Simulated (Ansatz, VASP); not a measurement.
## Two plane-wave programs on Cd

File INCAR:

```
SYSTEM = Cd
PREC     = Accurate       ! precision mode
ENCUT    = 520            ! plane-wave cutoff, eV
EDIFF    = 1E-6           ! SCF threshold, eV
ISMEAR   = 0              ! smearing method
SIGMA    = 0.15           ! smearing width, eV
LREAL    = .FALSE.        ! projectors in reciprocal space
LASPH    = .TRUE.         ! aspherical terms in the spheres
NELM     = 100            ! most SCF steps
ALGO     = Fast           ! electronic algorithm
ISIF     = 2              ! what is computed and relaxed
LWAVE    = .FALSE.        ! write WAVECAR
LCHARG   = .FALSE.        ! write CHGCAR
GGA      = PS             ! functional
NBANDS   = 12             ! bands
```

KPOINTS

```
regular mesh
0
G
  18 18 18
  0 0 0
```

The input POSCAR:

```
Cd
1.0
   -1.7843220000      1.7174099250      1.7174099250
    1.7843220000     -1.8512340750      1.8512340750
    1.7843220000      1.8512340750     -1.8512340750
Cd
1
Direct
    0.0000000000      0.0000000000      0.0000000000
```

Input for Ansatz:

```yaml
crystal:
  lattice:
    - [-1.784322, 1.717409925, 1.717409925]
    - [1.784322, -1.851234075, 1.851234075]
    - [1.784322, 1.851234075, -1.851234075]
  atoms:
    - { symbol: Cd, position: [0.0, 0.0, 0.0] }
basis:
  ecutwfc: 420
kpoints:
  mp_grid: { grid: [18, 18, 18] }
hamiltonian:
  xc: pbesol
scf:
  occupations: { method: gaussian, width: 0.15 }
output:
  forces: true
  stress: true
  eigenvalues: true
```

Change from the starting cell: strain -0.0750 x Voigt [0, 0, 0, 1, 0, 0], atoms carried along.

Alike in both runs: task single point; functional PBEsol; k mesh 18 × 18 × 18; occupations gaussian, width 0.15 eV; no spin polarisation.

|  | VASP | Ansatz |
| --- | --- | --- |
| version | VASP 6.6.1 | Ansatz 0.2.0 |
| potentials or method | VASP PAW PBE potentials, release 64 (Cd) | scalar-relativistic, plane waves, PAW |
| plane-wave cutoff (eV) | 520 | 420 |
| valence electrons in the cell | 12 | 20 |

```csv
,VASP,Ansatz,Ansatz less VASP
gap on the k mesh at the Fermi level (eV),none,none,-
pressure (GPa),-2.4,-2.6,-0.29
largest component of the traceless stress (GPa),0.37,0.43,+0.051
```

A gap of «none» marks a metal or a gap that the smearing closes. The functional is the same, so the differences come from potentials, cutoffs and numerics. The two sets of potentials don't hold the same shells in valence.

Caveats: the PAW data sets were made with another functional, which shifts forces and pressure a little (VASP).
